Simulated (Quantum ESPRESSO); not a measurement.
Here is a Quantum ESPRESSO 7.5 calculation.

pw.in

```
&CONTROL
  calculation = 'scf'
  prefix = 'pwscf'
  outdir = './tmp'
  pseudo_dir = './pseudo'
  tprnfor = .true.
  tstress = .true.
  disk_io = 'low'
/
&SYSTEM
  ibrav = 0
  celldm(1) = 8
  nat = 3
  ntyp = 2
  ecutwfc = 45
  ecutrho = 360
  nbnd = 18
  occupations = 'smearing'
  smearing = 'fd'
  degauss = 0.00367493
/
&ELECTRONS
  conv_thr = 6d-10
  electron_maxstep = 120
  mixing_beta = 0.5
/
ATOMIC_SPECIES
Mo    95.9500 mo_pbesol_v1.uspp.F.UPF
Si    28.0850 si_pbesol_v1.uspp.F.UPF
CELL_PARAMETERS alat
 -0.3779452249252   0.3779452249252   0.9284460666052
  0.3779452249252  -0.3779452249252   0.9284460666052
  0.3779452249252   0.3779452249252  -0.9284460666052
ATOMIC_POSITIONS crystal
Mo     0.0000000000    0.0000000000    0.0000000000
Si     0.6670000000    0.6670000000    0.0000000000
Si     0.3330000000    0.3330000000    0.0000000000
K_POINTS automatic
12 12 12 0 0 0
```

The input bands.in:

```
&CONTROL
  calculation = 'bands'
  prefix = 'pwscf'
  outdir = './tmp'
  pseudo_dir = './pseudo'
  disk_io = 'low'
  verbosity = 'high'
/
&SYSTEM
  ibrav = 0
  celldm(1) = 8
  nat = 3
  ntyp = 2
  ecutwfc = 45
  ecutrho = 360
  nbnd = 18
  occupations = 'smearing'
  smearing = 'fd'
  degauss = 0.00367493
/
&ELECTRONS
  conv_thr = 1d-08
  electron_maxstep = 120
  mixing_beta = 0.5
  diago_full_acc = .true.
  startingwfc = 'random'
/
ATOMIC_SPECIES
Mo    95.9500 mo_pbesol_v1.uspp.F.UPF
Si    28.0850 si_pbesol_v1.uspp.F.UPF
CELL_PARAMETERS alat
 -0.3779452249252   0.3779452249252   0.9284460666052
  0.3779452249252  -0.3779452249252   0.9284460666052
  0.3779452249252   0.3779452249252  -0.9284460666052
ATOMIC_POSITIONS crystal
Mo     0.0000000000    0.0000000000    0.0000000000
Si     0.6670000000    0.6670000000    0.0000000000
Si     0.3330000000    0.3330000000    0.0000000000
K_POINTS crystal
60
 0.0000000000  0.0000000000  0.0000000000 1
-0.0555555556  0.0555555556  0.0000000000 1
-0.1111111111  0.1111111111  0.0000000000 1
-0.1666666667  0.1666666667  0.0000000000 1
-0.2222222222  0.2222222222  0.0000000000 1
-0.2777777778  0.2777777778  0.0000000000 1
-0.3333333333  0.3333333333  0.0000000000 1
-0.3888888889  0.3888888889  0.0000000000 1
-0.4444444444  0.4444444444  0.0000000000 1
-0.5000000000  0.5000000000  0.0000000000 1
-0.5000000000  0.5000000000 -0.0828541695 1
-0.4582854169  0.4582854169 -0.1245687525 1
-0.4165708339  0.4165708339 -0.1662833356 1
-0.3748562508  0.3748562508 -0.2079979186 1
-0.3331416678  0.3331416678 -0.2497125017 1
-0.2914270847  0.2914270847 -0.2914270847 1
-0.2497946441  0.2497946441 -0.2497946441 1
-0.2081622034  0.2081622034 -0.2081622034 1
-0.1665297627  0.1665297627 -0.1665297627 1
-0.1248973220  0.1248973220 -0.1248973220 1
-0.0832648814  0.0832648814 -0.0832648814 1
-0.0416324407  0.0416324407 -0.0416324407 1
 0.0000000000  0.0000000000  0.0000000000 1
 0.1000000000  0.1000000000 -0.1000000000 1
 0.2000000000  0.2000000000 -0.2000000000 1
 0.3000000000  0.3000000000 -0.3000000000 1
 0.4000000000  0.4000000000 -0.4000000000 1
 0.5000000000  0.5000000000 -0.5000000000 1
 0.4582854169  0.5417145831 -0.5417145831 1
 0.4165708339  0.5834291661 -0.5834291661 1
 0.3748562508  0.6251437492 -0.6251437492 1
 0.3331416678  0.6668583322 -0.6668583322 1
 0.2914270847  0.7085729153 -0.7085729153 1
 0.1942847232  0.6390486102 -0.6390486102 1
 0.0971423616  0.5695243051 -0.5695243051 1
 0.0000000000  0.5000000000 -0.5000000000 1
-0.0357142857  0.5357142857 -0.4642857143 1
-0.0714285714  0.5714285714 -0.4285714286 1
-0.1071428571  0.6071428571 -0.3928571429 1
-0.1428571429  0.6428571429 -0.3571428571 1
-0.1785714286  0.6785714286 -0.3214285714 1
-0.2142857143  0.7142857143 -0.2857142857 1
-0.2500000000  0.7500000000 -0.2500000000 1
-0.1390486102  0.8057152768 -0.3333333333 1
-0.0280972203  0.8614305537 -0.4166666667 1
 0.0828541695  0.9171458305 -0.5000000000 1
 0.1245687525  0.8754312475 -0.5000000000 1
 0.1662833356  0.8337166644 -0.5000000000 1
 0.2079979186  0.7920020814 -0.5000000000 1
 0.2497125017  0.7502874983 -0.5000000000 1
 0.2914270847  0.7085729153 -0.5000000000 1
 0.3331416678  0.6668583322 -0.5000000000 1
 0.3748562508  0.6251437492 -0.5000000000 1
 0.4165708339  0.5834291661 -0.5000000000 1
 0.4582854169  0.5417145831 -0.5000000000 1
 0.5000000000  0.5000000000 -0.5000000000 1
-0.5000000000  0.5000000000  0.0000000000 1
-0.4166666667  0.5833333333 -0.0833333333 1
-0.3333333333  0.6666666667 -0.1666666667 1
-0.2500000000  0.7500000000 -0.2500000000 1
```

Potentials or basis: GBRV 1.5 PBEsol.

The run is started by

```sh
$ OMP_NUM_THREADS=1 mpirun -n 2 pw.x -nk 2 -in pw.in > pw.out
$ OMP_NUM_THREADS=1 mpirun -n 2 pw.x -nk 2 -in bands.in > bands.out
```

(1) Estimate the pressure.

(2) Predict the band gap on the k mesh.

(3) Estimate the largest force.

## Answers

(1) -3.1 GPa.

(2) none (metal or under the smearing width).

(3) 0.327 eV/Å.
